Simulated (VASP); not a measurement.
# NaI (I4/mmm) in VASP: settings compared

The runs below take NaI through single point, with r2SCAN, PBE.

Program: VASP 6.6.1. These are calculated values, not measurements. Logs are shortened: lines on timing, memory, paths and dates and some standing lists are left out, and cuts for length are marked.

## Step 1: The cell of the first run

Symmetry: I4/mmm, No. 139, tetragonal system. The conventional cell has a = 4.649 Å, b = 4.649 Å, c = 6.403 Å, α = 90.00°, β = 90.00°, γ = 90.00°. Na (site symmetry 4/mmm) has 6 I at 3.20 to 3.29 Å as nearest neighbours. Around I (site symmetry 4/mmm) lie 6 Na at 3.20 to 3.29 Å.

The cell was built by a generator and needn't be a form met in nature.

## Step 2: Single point, r2SCAN (epitaxial_xy strain +1.8%)

Input file POSCAR:

```
NaI
1.0
    0.0000000000      3.2875325879      3.2017386423
    3.2875325879      0.0000000000      3.2017386423
    3.2875325879      3.2875325879      0.0000000000
Na I
1 1
Direct
    0.0000000000      0.0000000000      0.0000000000
    0.5000000000      0.5000000000      0.5000000000
```

Input file INCAR.step1:

```
PREC = Accurate ; ENCUT = 520
ISMEAR = 0 ; SIGMA = 0.01
LREAL = F ; LASPH = T
NELM = 100 ; NBANDS = 14
GGA = PE ; ALGO = Normal
EDIFF = 1E-4 ; LWAVE = T
LCHARG = F
```

Input file INCAR.step2:

```
PREC = Accurate ; ENCUT = 520
EDIFF = 1E-6 ; ISMEAR = 0
SIGMA = 0.01 ; LREAL = F
LASPH = T ; NELM = 100
ALGO = Normal ; ISIF = 2
LWAVE = F ; LCHARG = F
METAGGA = R2SCAN ; LMIXTAU = T
NBANDS = 14 ; ISTART = 1
```

Input file KPOINTS:

```
Automatic mesh
0
Gamma
  8 8 8
```

Potentials or basis: VASP PAW PBE potentials, release 64 (Na_pv, I).

Started as:

```
$ cat potpaw_PBE.64/Na_pv/POTCAR potpaw_PBE.64/I/POTCAR > POTCAR
$ cp INCAR.step1 INCAR
$ mpirun -np 1 vasp_std > vasp.out
$ cp INCAR.step2 INCAR
$ mpirun -np 1 vasp_std > vasp.out
```

OUTCAR:

```text
PREC = Accurate
   ENCUT = 520
   EDIFF = 1E-6
   ISMEAR = 0
   LREAL = F
   LASPH = T
   NELM = 100
   ISIF = 2
   METAGGA = R2SCAN
   ISTART = 1

 ion  position               nearest neighbor table
   1  0.000  0.000  0.000-
   2  0.500  0.500  0.500-

  LATTYP: Found a body centered tetragonal cell.
 ALAT       =     4.6492731726
 C/A-ratio  =     1.3773071719

  Lattice vectors:

 A1 = (   0.0000000000,  -3.2875325879,  -3.2017386423)
 A2 = (   0.0000000000,   3.2875325879,  -3.2017386423)
 A3 = (   3.2875325879,   0.0000000000,   3.2017386423)

Analysis of symmetry for initial positions (statically):
=====================================================================
 Subroutine PRICEL returns:
 Original cell was already a primitive cell.

 Routine SETGRP: Setting up the symmetry group for a
 body centered tetragonal supercell.

 Subroutine GETGRP returns: Found 16 space group operations
 (whereof 16 operations were pure point group operations)
 out of a pool of 16 trial point group operations.

The static configuration has the point symmetry D_4h.

Analysis of symmetry for dynamics (positions and initial velocities):
=====================================================================
 Subroutine PRICEL returns:
 Original cell was already a primitive cell.

 Routine SETGRP: Setting up the symmetry group for a
 body centered tetragonal supercell.

 Subroutine GETGRP returns: Found 16 space group operations
 (whereof 16 operations were pure point group operations)
 out of a pool of 16 trial point group operations.

The dynamic configuration has the point symmetry D_4h.

 Subroutine INISYM returns: Found 16 space group operations
 (whereof 16 operations are pure point group operations),
 and found     1 'primitive' translations

----------------------------------------------------------------------------------------

                                     Primitive cell

  volume of cell :      69.2080

  direct lattice vectors                    reciprocal lattice vectors
     0.000000000  3.287532588  3.201738642    -0.152089747  0.152089747  0.156165151
     3.287532588  0.000000000  3.201738642     0.152089747 -0.152089747  0.156165151
     3.287532588  3.287532588  0.000000000     0.152089747  0.152089747 -0.156165151

  length of vectors
     4.589008700  4.589008700  4.649273173     0.265800935  0.265800935  0.265800935

  position of ions in fractional coordinates (direct lattice)
     0.000000000  0.000000000  0.000000000
     0.500000000  0.500000000  0.500000000
[... 89 lines left out ...]
   NUPDOWN=      -1.0000    fix difference up-down
   EMIN   =  10.00;   EMAX   =-10.00  energy-range for DOS
   EFERMI =   0.00;   METHOD = LEGACY
   ISMEAR =     0;   SIGMA  =   0.01  broadening in eV -4-tet -1-fermi 0-gaus
   EFERMI_NEDOS =   21; number of points for ismear=-14 and -15
   IALGO  =     38    algorithm
   IMIX   =      4    mixing-type and parameters
     AMIX     =   0.40;   BMIX     =  1.00
     AMIX_MAG =   1.60;   BMIX_MAG =  1.00
  volume/ion in A,a.u.               =      34.60       233.52
  Fermi-wavevector in a.u.,A,eV,Ry     =   0.961019  1.816063 12.565774  0.923558
  Thomas-Fermi vector in A             =   2.090355
   LORBIT       =      0    0 simple, 1 ext, 2 COOP (PROOUT), +10 PAW based schemes
   METAGGA = R2SCAN    functional components
   LHFCALC =     F    Hartree Fock is set to
   AEXX    =    0.0000 exact exchange contribution
   IVDW    =     0    specifies the selected vdW correction
   LEPSILON=     F    determine dielectric tensor
   LRPA    =     F    only Hartree local field effects (RPA)
 non-spin polarized calculation
 Gauss-broadening in eV      SIGMA  =   0.01
  energy-cutoff  :      520.00
  volume of cell :       69.21
 maximum number of plane-waves:      1884
 NGX is ok and might be reduce to    36
   NGX = 17   NGY = 17   NGZ = 17

 number of electron      13.9999994 magnetization

 Free energy of the ion-electron system (eV)
  ---------------------------------------------------
  ext. energy  EPLUGINS =         0.00000000
  ---------------------------------------------------
  free energy    TOTEN  =       -31.07991600 eV

  energy without entropy =      -31.07991600  energy(sigma->0) =      -31.07991600

 E-fermi :   0.4819     XC(G=0):  -7.9798

 val. band max:        0.3491794668   @ k =   0.0000   0.0000   0.0000
 cond. band min:       4.7159959603   @ k =   0.0000   0.0000   0.0000
 fundamental gap:      4.3668164935
 Fermi energy:         0.4818605598

 k-point     1 :       0.0000    0.0000    0.0000
  band No.  band energies     occupation
      1     -22.9350      2.00000
      2     -22.9348      2.00000
      3     -22.9324      2.00000
      4     -10.9547      2.00000
      5       0.3148      2.00000
      6       0.3492      2.00000
      7       0.3492      2.00000
      8       4.7160      0.00000
      9       8.7596      0.00000
     10       8.7596      0.00000
     11       8.9284      0.00000
     12      10.4896      0.00000
     13      10.7712      0.00000
     14      11.4338      0.00000
[... 377 lines left out ...]
      1     -22.9376      2.00000
      2     -22.9354      2.00000
      3     -22.9332      2.00000
      4     -10.7037      2.00000
      5      -1.3095      2.00000
      6      -0.0474      2.00000
      7       0.0073      2.00000
      8       6.4234      0.00000
      9       8.0282      0.00000
     10       8.5069      0.00000
     11       9.1061      0.00000
     12      11.0856      0.00000
     13      12.0875      0.00000
     14      12.2039      0.00000

 [... further k-points ...]

------------------------ aborting loop because EDIFF is reached ----------------------------------------

  FORCE on cell =-STRESS in cart. coord.  units (eV):
  Direction    XX          YY          ZZ          XY          YZ          ZX
  --------------------------------------------------------------------------------------
  -------------------------------------------------------------------------------------
  Total       -0.3046817     -0.3046817     -0.0106113      0.0000000      0.0000000     -0.0000000
  in kB       -7.0534390     -7.0534390     -0.2456547      0.0000000      0.0000000     -0.0000000
  external PRESSURE =      -4.7841776 kB  Pullay stress =       0.0000000 kB

 VOLUME and BASIS-vectors are now :
 -----------------------------------------------------------------------------
  energy-cutoff  :      520.00
  volume of cell :       69.21
      direct lattice vectors                 reciprocal lattice vectors
     0.000000000  3.287532588  3.201738642    -0.152089747  0.152089747  0.156165151
     3.287532588  0.000000000  3.201738642     0.152089747 -0.152089747  0.156165151
     3.287532588  3.287532588  0.000000000     0.152089747  0.152089747 -0.156165151

 POSITION                                       TOTAL-FORCE (eV/Angst)
 -----------------------------------------------------------------------------------
      0.00000      0.00000      0.00000        -0.000000      0.000000      0.000000
      3.28753      3.28753      3.20174         0.000000     -0.000000      0.000000
 -----------------------------------------------------------------------------------
    total drift:                                0.000000      0.000000      0.000000

  FREE ENERGIE OF THE ION-ELECTRON SYSTEM (eV)
  ---------------------------------------------------
  free  energy   TOTEN  =       -31.0799159957 eV

  energy  without entropy=      -31.0799159957  energy(sigma->0) =      -31.07991600
```

OSZICAR.step1:

```text
N       E                     dE             d eps       ncg     rms          rms(c)
DAV:   1     0.830285874698E+02    0.83029E+02   -0.65347E+03  1666   0.889E+02
DAV:   2     0.115585449962E+01   -0.81873E+02   -0.76125E+02  1756   0.217E+02
DAV:   3    -0.529732134899E+01   -0.64532E+01   -0.64168E+01  2144   0.596E+01
DAV:   4    -0.545171178905E+01   -0.15439E+00   -0.15436E+00  2118   0.970E+00
DAV:   5    -0.545592694338E+01   -0.42152E-02   -0.42151E-02  2266   0.153E+00    0.161E+00
DAV:   6    -0.539200268871E+01    0.63924E-01   -0.74610E-02  2036   0.157E+00    0.109E+00
DAV:   7    -0.538291970430E+01    0.90830E-02   -0.66927E-02  2102   0.132E+00    0.614E-01
DAV:   8    -0.538511079520E+01   -0.21911E-02   -0.56081E-03  1964   0.585E-01    0.179E-01
DAV:   9    -0.538507217063E+01    0.38625E-04   -0.21034E-04  2006   0.124E-01
   1 F= -.53850722E+01 E0= -.53850722E+01  d E =-.155381E-70
```

Wall time 2.6 min (1 thread of Intel Xeon Platinum 8559C (Emerald Rapids), shared host); peak memory 0.24 GiB.

Results:

```
Free energy            : -31.0799 eV
Pressure               : -0.5 GPa
Band gap on the k mesh : 4.37 eV, direct
```

Stress tensor (GPa, compression positive):
```
-0.71  0.00  0.00
 0.00 -0.71  0.00
 0.00  0.00 -0.02
```

Caveat: the PAW data sets were made with another functional, which shifts forces and pressure a little; spin-orbit coupling is left out, which moves the levels of the heavy elements. A k mesh can miss the band edges.

## Step 3: Single point, PBE (epitaxial_xy strain +1.8%)

Input file INCAR:

```
  PREC = Accurate
  ENCUT = 520
  EDIFF = 1E-7
  ISMEAR = -1
  SIGMA = 0.02
  LREAL = False
  LASPH = True
  NELM = 100
  ALGO = Fast
  ISIF = 2
  LWAVE = False
  LCHARG = False
  GGA = PE
  NBANDS = 14
```

KPOINTS is that of step 2.

POSCAR is that of step 2.

Potentials or basis: VASP PAW PBE potentials, release 64 (Na_pv, I).

Started as:

```
$ cat potpaw_PBE.64/Na_pv/POTCAR potpaw_PBE.64/I/POTCAR > POTCAR
$ mpirun -np 1 vasp_std > vasp.out
```

OUTCAR:

```text
PREC = Accurate
   ENCUT = 520
   EDIFF = 1E-7
   ISMEAR = -1
   LREAL = False
   LASPH = True
   NELM = 100
   ISIF = 2
   GGA = PE

 ion  position               nearest neighbor table
   1  0.000  0.000  0.000-
   2  0.500  0.500  0.500-

  LATTYP: Found a body centered tetragonal cell.
 ALAT       =     4.6492731726
 C/A-ratio  =     1.3773071719

  Lattice vectors:

 A1 = (   0.0000000000,  -3.2875325879,  -3.2017386423)
 A2 = (   0.0000000000,   3.2875325879,  -3.2017386423)
 A3 = (   3.2875325879,   0.0000000000,   3.2017386423)

Analysis of symmetry for initial positions (statically):
=====================================================================
 Subroutine PRICEL returns:
 Original cell was already a primitive cell.

 Routine SETGRP: Setting up the symmetry group for a
 body centered tetragonal supercell.

 Subroutine GETGRP returns: Found 16 space group operations
 (whereof 16 operations were pure point group operations)
 out of a pool of 16 trial point group operations.

The static configuration has the point symmetry D_4h.

Analysis of symmetry for dynamics (positions and initial velocities):
=====================================================================
 Subroutine PRICEL returns:
 Original cell was already a primitive cell.

 Routine SETGRP: Setting up the symmetry group for a
 body centered tetragonal supercell.

 Subroutine GETGRP returns: Found 16 space group operations
 (whereof 16 operations were pure point group operations)
 out of a pool of 16 trial point group operations.

The dynamic configuration has the point symmetry D_4h.

 Subroutine INISYM returns: Found 16 space group operations
 (whereof 16 operations are pure point group operations),
 and found     1 'primitive' translations

----------------------------------------------------------------------------------------

                                     Primitive cell

  volume of cell :      69.2080

  direct lattice vectors                    reciprocal lattice vectors
[... 113 lines left out ...]
   LHFCALC =     F    Hartree Fock is set to
   AEXX    =    0.0000 exact exchange contribution
   IVDW    =     0    specifies the selected vdW correction
   LEPSILON=     F    determine dielectric tensor
   LRPA    =     F    only Hartree local field effects (RPA)
 non-spin polarized calculation
 RMM-DIIS sequential band-by-band and
  energy-cutoff  :      520.00
  volume of cell :       69.21
 maximum number of plane-waves:      1884
 NGX is ok and might be reduce to    36
   NGX = 17   NGY = 17   NGZ = 17

 number of electron      13.9999994 magnetization

 Free energy of the ion-electron system (eV)
  ---------------------------------------------------
  ext. energy  EPLUGINS =         0.00000000
  ---------------------------------------------------
  free energy    TOTEN  =        -5.38508840 eV

  energy without entropy =       -5.38508840  energy(sigma->0) =       -5.38508840

 E-fermi :   1.0636     XC(G=0):  -7.6211

 val. band max:        0.6767948413   @ k =   0.0000   0.0000   0.0000
 cond. band min:       4.2537489271   @ k =   0.0000   0.0000   0.0000
 fundamental gap:      3.5769540858
 Fermi energy:         1.0635539174

 k-point     1 :       0.0000    0.0000    0.0000
  band No.  band energies     occupation
      1     -21.7989      2.00000
      2     -21.7989      2.00000
      3     -21.7964      2.00000
      4     -10.3010      2.00000
      5       0.6414      2.00000
      6       0.6768      2.00000
      7       0.6768      2.00000
      8       4.2537      0.00000
      9       8.5405      0.00000
     10       8.5405      0.00000
     11       8.7106      0.00000
     12      10.2361      0.00000
     13      10.5156      0.00000
     14      11.0897      0.00000
[... 377 lines left out ...]
      1     -21.8018      2.00000
      2     -21.7994      2.00000
      3     -21.7973      2.00000
      4     -10.0652      2.00000
      5      -0.9897      2.00000
      6       0.2903      2.00000
      7       0.3455      2.00000
      8       6.0854      0.00000
      9       7.6652      0.00000
     10       8.1917      0.00000
     11       8.7970      0.00000
     12      10.6438      0.00000
     13      11.6691      0.00000
     14      11.7526      0.00000

 [... further k-points ...]
[... 5 lines left out ...]
  --------------------------------------------------------------------------------------
  -------------------------------------------------------------------------------------
  Total       -0.0366758     -0.0366758      0.2335397      0.0000000     -0.0000000     -0.0000000
  in kB       -0.8490522     -0.8490522      5.4064885      0.0000000     -0.0000000     -0.0000000
  external PRESSURE =       1.2361280 kB  Pullay stress =       0.0000000 kB

 VOLUME and BASIS-vectors are now :
 -----------------------------------------------------------------------------
  energy-cutoff  :      520.00
  volume of cell :       69.21
      direct lattice vectors                 reciprocal lattice vectors
     0.000000000  3.287532588  3.201738642    -0.152089747  0.152089747  0.156165151
     3.287532588  0.000000000  3.201738642     0.152089747 -0.152089747  0.156165151
     3.287532588  3.287532588  0.000000000     0.152089747  0.152089747 -0.156165151

 POSITION                                       TOTAL-FORCE (eV/Angst)
 -----------------------------------------------------------------------------------
      0.00000      0.00000      0.00000        -0.000000      0.000000      0.000000
      3.28753      3.28753      3.20174         0.000000     -0.000000      0.000000
 -----------------------------------------------------------------------------------
    total drift:                                0.000000      0.000000      0.000000

  FREE ENERGIE OF THE ION-ELECTRON SYSTEM (eV)
  ---------------------------------------------------
  free  energy   TOTEN  =        -5.3850883980 eV

  energy  without entropy=       -5.3850883979  energy(sigma->0) =       -5.38508840
```

OSZICAR:

```text
N       E                     dE             d eps       ncg     rms          rms(c)
DAV:   1     0.830277771055E+02    0.83028E+02   -0.65347E+03  1666   0.889E+02
DAV:   2     0.115585449961E+01   -0.81872E+02   -0.76133E+02  1756   0.217E+02
DAV:   3    -0.529732134899E+01   -0.64532E+01   -0.64168E+01  2144   0.596E+01
DAV:   4    -0.545171178905E+01   -0.15439E+00   -0.15436E+00  2118   0.970E+00
DAV:   5    -0.545592694338E+01   -0.42152E-02   -0.42151E-02  2266   0.153E+00    0.161E+00
RMM:   6    -0.539190252110E+01    0.64024E-01   -0.57732E-02  1951   0.111E+00    0.111E+00
RMM:   7    -0.538331850491E+01    0.85840E-02   -0.72869E-02  2078   0.113E+00    0.545E-01
RMM:   8    -0.538512321590E+01   -0.18047E-02   -0.45852E-03  1864   0.688E-01    0.145E-01
RMM:   9    -0.538505861561E+01    0.64600E-04   -0.85696E-04  2226   0.254E-01    0.412E-02
RMM:  10    -0.538508093400E+01   -0.22318E-04   -0.17496E-04  2451   0.127E-01    0.329E-02
RMM:  11    -0.538508788032E+01   -0.69463E-05   -0.47912E-05  2382   0.601E-02    0.953E-03
RMM:  12    -0.538508813478E+01   -0.25446E-06   -0.85680E-06  2505   0.266E-02    0.737E-03
RMM:  13    -0.538508837163E+01   -0.23685E-06   -0.21206E-06  2561   0.116E-02    0.808E-03
RMM:  14    -0.538508839796E+01   -0.26329E-07   -0.15396E-07  1609   0.408E-03
   1 F= -.53850884E+01 E0= -.53850884E+01  d E =-.251433E-10
```

Run time: 51 s. Hardware: 1 thread of Intel Xeon Platinum 8559C (Emerald Rapids), shared host; peak memory 0.23 GiB.

What came out:

```yaml
Free_energy: -5.3851 eV
Pressure: 0.1 GPa
Band_gap_on_the_k_mesh: 3.58 eV, direct
```

Caveat: spin-orbit coupling is left out, which moves the levels of the heavy elements.
